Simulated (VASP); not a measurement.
Wanted: the native input for a VASP 6.6.1 run.

| Property | Result |
| --- | --- |
| Task | single point |
| Functional | PBE0 |
| Potentials or basis | VASP PAW PBE potentials, release 64 (Ga_d, N) |
| Cutoff | 520 eV |
| k mesh | 6 × 6 × 4 |
| Occupations | gaussian, width 0.02 eV |
| Spin | no spin polarisation |
| Grid for exact exchange (PRECFOCK) | Fast |
| Exchange at q = 0 | truncated |
| Further INCAR settings | ALGO = Normal; EDIFF = 1e-06 |

The system is GaN.

```xyz
4
Lattice="3.1807 0.0000 0.0000 -1.5903 2.7545 0.0000 0.0000 0.0000 5.1815" Properties=species:S:1:pos:R:3 pbc="T T T"
Ga    1.5904    0.9182    2.5864
Ga    0.0000    1.8364    5.1771
N     1.5904    0.9182    4.5382
N     0.0000    1.8364    1.9474
```

The cell is a database's computed one.

These files were run (other wordings do the same):

POSCAR

```
GaN
1.0
    3.1806700000      0.0000000000      0.0000000000
   -1.5903300000      2.7545400000      0.0000000000
    0.0000000000      0.0000000000      5.1815000000
Ga N
2 2
Direct
    0.6666700000      0.3333300000      0.4991600000
    0.3333300000      0.6666700000      0.9991600000
    0.6666700000      0.3333300000      0.8758400000
    0.3333300000      0.6666700000      0.3758400000
```

INCAR.step1

```
  PREC = Accurate
  ENCUT = 520
  EDIFF = 1E-5
  ISMEAR = 0
  SIGMA = 0.02
  LREAL = False
  LASPH = True
  NELM = 60
  ALGO = Normal
  ISIF = 2
  LWAVE = True
  LCHARG = False
  GGA = PE
```

INCAR.step2

```
  PREC = Accurate
  ENCUT = 520
  EDIFF = 1E-6
  ISMEAR = 0
  SIGMA = 0.02
  LREAL = False
  LASPH = True
  NELM = 60
  ALGO = Normal
  ISIF = 2
  LWAVE = False
  LCHARG = False
  GGA = PE
  LHFCALC = True
  AEXX = 0.25
  PRECFOCK = Fast
  HFRCUT = -1
  ISTART = 1
```

KPOINTS

```
regular mesh
0
Gamma
  6 6 4
```

Potentials or basis: VASP PAW PBE potentials, release 64 (Ga_d, N).

Command:

```sh
$ cat potpaw_PBE.64/Ga_d/POTCAR potpaw_PBE.64/N/POTCAR > POTCAR
$ cp INCAR.step1 INCAR
$ mpirun -np 1 vasp_std > vasp.out
$ cp INCAR.step2 INCAR
$ mpirun -np 1 vasp_std > vasp.out
```

Results of the run:

```
Pressure               : 0.2 GPa
Largest force          : 0.015 eV/Å
Band gap on the k mesh : 3.93 eV, direct
```

Caveat: the PAW data sets were made with another functional, which shifts forces and pressure a little.

It took 110 min on 1 thread of AMD EPYC 7R13 Processor (Zen 3), with other jobs on the host, peak memory 0.17 GiB.
